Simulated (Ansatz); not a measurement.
# CaO (Fm-3m) in Ansatz: convergence with basis error

Aim: find how far basis error must go before the results for CaO settle, at PBE. This setting moves, with any that are tied to it; all else stays.

Program: Ansatz 0.2.0. These are calculated values, not measurements. Logs are shortened: lines on timing, memory, paths and dates and some standing lists are left out, and cuts for length are marked.

### 1 The crystal as given

Symmetry: Fm-3m, No. 225, cubic system. Conventional cell: a = 4.807 Å, b = 4.807 Å, c = 4.807 Å, α = 90.00°, β = 90.00°, γ = 90.00°. Ca (site symmetry m-3m) has 6 O at 2.40 Å as nearest neighbours. Around O (site symmetry m-3m) lie 6 Ca at 2.40 Å.

The cell is a database's computed one.

### 2 With basis error 0.03 eV/atom

input.yaml

```yaml
crystal:
  lattice:
    - [0.0, 2.403555696, 2.403555696]
    - [2.403555696, 0.0, 2.403555696]
    - [2.403555696, 2.403555696, 0.0]
  atoms:
    - { symbol: Ca, position: [0.0, 0.0, 0.0] }
    - { symbol: O, position: [0.5, 0.5, 0.5] }
kpoints:
  mp_grid: { grid: [10, 10, 10] }
scf:
  occupations: { method: fermi_dirac, width: 0.05 }
hamiltonian:
  xc: pbe
  pseudopotentials: { kind: all_electron, lapw: { basis_error: 0.03 } }
output:
  forces: true
  stress: true
  eigenvalues: true
```

Potentials or basis: all-electron LAPW, scalar-relativistic.

Launch:

```
$ ansatz run input.yaml --threads 1 --pin off --max-ram 3072MiB --backend cpu --events-out ev --progress --plain --runs-dir out
```

The log of the run:

```text
Warning: RAYON_NUM_THREADS=1 ignored (pool sized by the plan → 1); use --threads N
LAPW: plane waves up to 6.415 Å⁻¹, error target 3.0e-2 eV per atom; small_component_spin mean_spin; O in spheres of 1.150 Å, 6 of its electrons in bands, Dirac shells []; Ca in spheres of 1.254 Å, 10 of its electrons in bands, Dirac shells [] (how accurate: hamiltonian.pseudopotentials.lapw.basis_error, Limitations)
Engine: ansatz 0.2.0, aarch64-unknown-linux-gnu
Pseudopotentials: kind: all_electron
Pseudopotential: Ca, LAPW, valence charge 10, lapw/all_electron/scalar/gaussian/Ca, Koelling and Harmon's equation, gaussian nucleus
Pseudopotential: O, LAPW, valence charge 6, lapw/all_electron/scalar/gaussian/O, Koelling and Harmon's equation, gaussian nucleus
Functional definition: PBE
  parameter kappa = 0.804
  parameter beta = 0.06672455060314922
  exchange = pbe_x(kappa = kappa, mu = beta*pi^2/3)
  correlation = pbe_c(beta = beta)
Crystal: 2 atoms, lattice volume = 27.771 Å³
Basis set: ecut = 156.76513025265353 eV, 137 PW (Γ), exchange–correlation at level 2
Bands: 12, of which v1, the nominal top of the filled ones, is band 8 counted from 1 (7 counted from 0)
Symmetry: 48 space group operations
Space group: Fm-3m (ITA 225), of the structure as read, at distance tolerance 3.0e-5 Å
k-points: 47 of 1000
Non-local potential: Ca, projectors of the file, none
Non-local potential: O, projectors of the file, none
Initial density: superposition of atomic densities (chi_scale 0.1, normalization cell, long waves kept (reshape's long-wave potential 0.00 eV rms))
Initial wavefunctions: plane waves of lowest kinetic energy (no species holds an atomic orbital)
Functional: x = pbe(κ = 0.804, μ = 0.2195149727645171), c = pbe(β = 0.06672455060314922)
iter 1 solved again at ethr=1.52e-2 eV; its pass at ethr=1.00e-1 eV (dr2=2.44e0 eV) is discarded
SCF iter   1: F=—  HF=-20567.870864 eV  |F-HF|=—  |Δ(HF+E_count)|=         —  Δρ=7.99e-2  dr2=2.43e0  ethr=1.52e-2  ⟨swp⟩=2.0  Hψ=4015  notcnv=0
preconditioner: auto → none  [insulator: Δε(μ)=6.478 eV  Ē_g=19.220 eV  σ=0.050 eV  W_gap=1.00  n_scr=8 (ndim 8)  ℏωp=26.4 eV  f_vac=0.000  D(μ)=0.00/eV (n_scr^D=0)  ε∞_Penn≈2.9]
SCF iter   2: F=—  HF=-20567.252908 eV  |F-HF|=—  |Δ(HF+E_count)|=   6.18e-1  Δρ=4.05e-2  dr2=5.90e-1  ethr=1.52e-2  ⟨swp⟩=3.0  Hψ=2045  notcnv=0
SCF iter   3: F=—  HF=-20566.263384 eV  |F-HF|=—  |Δ(HF+E_count)|=   9.90e-1  Δρ=1.90e-2  dr2=1.37e-1  ethr=3.68e-3  ⟨swp⟩=2.9  Hψ=2043  notcnv=0
SCF iter   4: F=—  HF=-20566.273084 eV  |F-HF|=—  |Δ(HF+E_count)|=   9.70e-3  Δρ=6.99e-3  dr2=2.00e-2  ethr=8.59e-4  ⟨swp⟩=2.3  Hψ=1940  notcnv=0
SCF iter   5: F=—  HF=-20566.261649 eV  |F-HF|=—  |Δ(HF+E_count)|=   1.14e-2  Δρ=3.90e-3  dr2=6.21e-3  ethr=1.25e-4  ⟨swp⟩=2.0  Hψ=1858  notcnv=0
iter 6 solved again at ethr=5.77e-7 eV; its pass at ethr=3.88e-5 eV (dr2=9.23e-5 eV) is discarded
SCF iter   6: F=—  HF=-20566.257730 eV  |F-HF|=—  |Δ(HF+E_count)|=   3.92e-3  Δρ=4.78e-4  dr2=9.25e-5  ethr=5.77e-7  ⟨swp⟩=2.0  Hψ=2902  notcnv=0
SCF iter   7: F=—  HF=-20566.257663 eV  |F-HF|=—  |Δ(HF+E_count)|=   6.68e-5  Δρ=2.94e-5  dr2=3.19e-7  ethr=5.77e-7  ⟨swp⟩=2.0  Hψ=1748  notcnv=0
SCF iter   8: F=-20566.257613 eV  HF=-20566.257613 eV  |F-HF|=4.80e-9  |Δ(HF+E_count)|=   5.08e-5  Δρ=2.04e-6  dr2=8.53e-10  ethr=2.00e-9  ⟨swp⟩=3.0  Hψ=1885  notcnv=0
SCF 1 converged in 8 iterations: F = -20566.257613 eV  dr2 = 8.53e-10
SCF converged after 8 iterations
Free energy (F): -20566.257613 eV
Harris-Foulkes:  -20566.257613 eV  (|F-HF|=4.80e-9)
Internal energy: -20566.257613 eV  (E = F + TS)
E sigma→0 (E₀):  -20566.257613 eV
Fermi energy:    9.997914 eV
--- Per-component energies (eV) ---
  E_band       = -93.635821
  E_kinetic    = 20707.603140
  E_xc         = -1219.769978
  E_electrostatic = -40054.090775  (all electrons and nuclei)
  E_smearing   = -0.000000  (= −TS)
  E_closure    = 0.000000  (closes the sum)
  E_atoms      = -20553.464091  (free atoms, spherical and without spin; not in F)
  Σ components = -20566.257613   (vs F -20566.257613, Δ=0.00e0)
  Basis errors (estimates in eV, not in F): energy 1.1e-2 per atom: plane waves 1.1e-2 (5.9e-3 summed), levels above the bands 1.7e-53, relativity 1.1e-6, radial functions 2.5e-4, core shells 3.5e-5; eigenvalues (radial functions only) 3.0e-4; not estimated: angular momenta, meshes, grids; target (lapw.basis_error) 3.0e-2; muffin-tin radii O 1.150 Å, Ca 1.254 Å
--- Forces (eV/Å), atoms counted from 1 ---
  atom   1  Ca    -0.00000000     0.00000000    -0.00000000
  atom   2  O      0.00000000    -0.00000000    -0.00000000
  max |Σ_I F_I| component: 7.23e-31 eV/Å
--- Stress (GPa, compression-positive) ---
        1.666931      -0.000000      -0.000000
       -0.000000       1.666931       0.000000
       -0.000000       0.000000       1.666931
  P = ⅓ Tr σ = 1.6669 GPa (16.669 kbar)
--- Band table (eV; the first three rows and the last of 47) ---
  k-point 0: bands = ["-29.4958", "-10.2567", "-10.2567", "-10.2567", "-7.3649", "8.1499", "8.1499", "8.1499", "12.8790", "14.3884", "14.3884", "14.3884"]
  k-point 1: bands = ["-29.4861", "-10.3957", "-10.2614", "-10.2614", "-7.2193", "7.7922", "8.0131", "8.0131", "13.3359", "14.3553", "14.5600", "14.5600"]
  k-point 2: bands = ["-29.4607", "-10.7126", "-10.2745", "-10.2745", "-6.8851", "7.0262", "7.6836", "7.6836", "14.2636", "14.4934", "15.0312", "15.0312"]
  k-point 46: bands = ["-29.3623", "-10.7274", "-10.6628", "-10.6125", "-6.7820", "6.9540", "6.9919", "7.2354", "13.6813", "15.2909", "16.5247", "17.6970"]
```

It took 2.1 s on 1 thread of Arm Neoverse V2, shared host; peak memory 0.21 GiB.

Results:

```yaml
Free_energy: -20566.2576 eV
Pressure: 1.7 GPa
Band_gap_on_the_k_mesh: 3.66 eV, indirect (least direct gap 4.03 eV)
```

### 3 With basis error 0.01 eV/atom

Changes to input.yaml since step 2:

```diff
@@ -14,3 +14,3 @@
   xc: pbe
-  pseudopotentials: { kind: all_electron, lapw: { basis_error: 0.03 } }
+  pseudopotentials: { kind: all_electron, lapw: { basis_error: 0.01 } }
 output:
```

Potentials or basis: all-electron LAPW, scalar-relativistic.

Launch:

```
$ ansatz run input.yaml --threads 1 --pin off --max-ram 3072MiB --backend cpu --events-out ev --progress --plain --runs-dir out
```

It took 3.2 s on 1 thread of Arm Neoverse V2, shared host; peak memory 0.22 GiB.

Results:

```yaml
Free_energy: -20566.2697 eV
Pressure: 1.6 GPa
Band_gap_on_the_k_mesh: 3.65 eV, indirect (least direct gap 4.03 eV)
```

### 4 With basis error 0.003 eV/atom

Changes to input.yaml since step 3:

```diff
@@ -14,3 +14,3 @@
   xc: pbe
-  pseudopotentials: { kind: all_electron, lapw: { basis_error: 0.01 } }
+  pseudopotentials: { kind: all_electron, lapw: { basis_error: 0.003 } }
 output:
```

Launch:

```
$ ansatz run input.yaml --threads 1 --pin off --max-ram 3072MiB --backend cpu --events-out ev --progress --plain --runs-dir out
```

It took 4.2 s on 1 thread of Arm Neoverse V2, shared host; peak memory 0.24 GiB.

Results:

| Quantity | Value |
| --- | --- |
| Free energy | -20566.2738 eV |
| Pressure | 1.6 GPa |
| Band gap on the k mesh | 3.65 eV, indirect (least direct gap 4.03 eV) |

### 5 With basis error 0.001 eV/atom

Changes to input.yaml since step 4:

```diff
@@ -14,3 +14,3 @@
   xc: pbe
-  pseudopotentials: { kind: all_electron, lapw: { basis_error: 0.003 } }
+  pseudopotentials: { kind: all_electron, lapw: { basis_error: 0.001 } }
 output:
```

Launch:

```
$ ansatz run input.yaml --threads 1 --pin off --max-ram 3072MiB --backend cpu --events-out ev --progress --plain --runs-dir out
```

Wall time 4.8 s (1 thread of Arm Neoverse V2, shared host); peak memory 0.26 GiB.

Results:

```
Free energy            : -20566.2751 eV
Pressure               : 1.6 GPa
Band gap on the k mesh : 3.65 eV, indirect (least direct gap 4.03 eV)
```

### 6 With basis error 0.0003 eV/atom

Changes to input.yaml since step 5:

```diff
@@ -14,3 +14,3 @@
   xc: pbe
-  pseudopotentials: { kind: all_electron, lapw: { basis_error: 0.001 } }
+  pseudopotentials: { kind: all_electron, lapw: { basis_error: 0.0003 } }
 output:
```

Potentials or basis: all-electron LAPW, scalar-relativistic.

Launch:

```
$ ansatz run input.yaml --threads 1 --pin off --max-ram 3072MiB --backend cpu --events-out ev --progress --plain --runs-dir out
```

It took 6.2 s on 1 thread of Arm Neoverse V2, shared host; peak memory 0.3 GiB.

It converged, with:

```
Free energy            : -20566.2756 eV
Pressure               : 1.6 GPa
Band gap on the k mesh : 3.65 eV, indirect (least direct gap 4.03 eV)
```

### 7 With basis error 0.0001 eV/atom

Changes to input.yaml since step 6:

```diff
@@ -14,3 +14,3 @@
   xc: pbe
-  pseudopotentials: { kind: all_electron, lapw: { basis_error: 0.0003 } }
+  pseudopotentials: { kind: all_electron, lapw: { basis_error: 0.0001 } }
 output:
```

Launch:

```
$ ansatz run input.yaml --threads 1 --pin off --max-ram 3072MiB --backend cpu --events-out ev --progress --plain --runs-dir out
```

Wall time 7.6 s (1 thread of Arm Neoverse V2, shared host); peak memory 0.31 GiB.

The run converged. Its results:

| Property | Result |
| --- | --- |
| Free energy | -20566.2757 eV |
| Pressure | 1.6 GPa |
| Band gap on the k mesh | 3.65 eV, indirect (least direct gap 4.03 eV) |

### 8 Result

```csv
basis error,"energy less the tightest run, at zero smearing (meV/atom)",pressure (GPa),SCF cycles,CPU time (s),peak memory (GiB)
0.03 eV/atom,9.04,1.67,8,2.1,0.21
0.01 eV/atom,3.00,1.62,8,3.2,0.22
0.003 eV/atom,0.93,1.61,8,4.2,0.24
0.001 eV/atom,0.27,1.60,8,4.8,0.26
0.0003 eV/atom,0.06,1.60,8,6.2,0.3
0.0001 eV/atom,0.00,1.60,8,7.6,0.31
```

Against the tightest run, the energy stays within 1 meV/atom from 0.003 eV/atom on; the pressure stays within 0.1 GPa from 0.03 eV/atom on. The tightest run that finished is the yardstick and may itself not be fully converged.
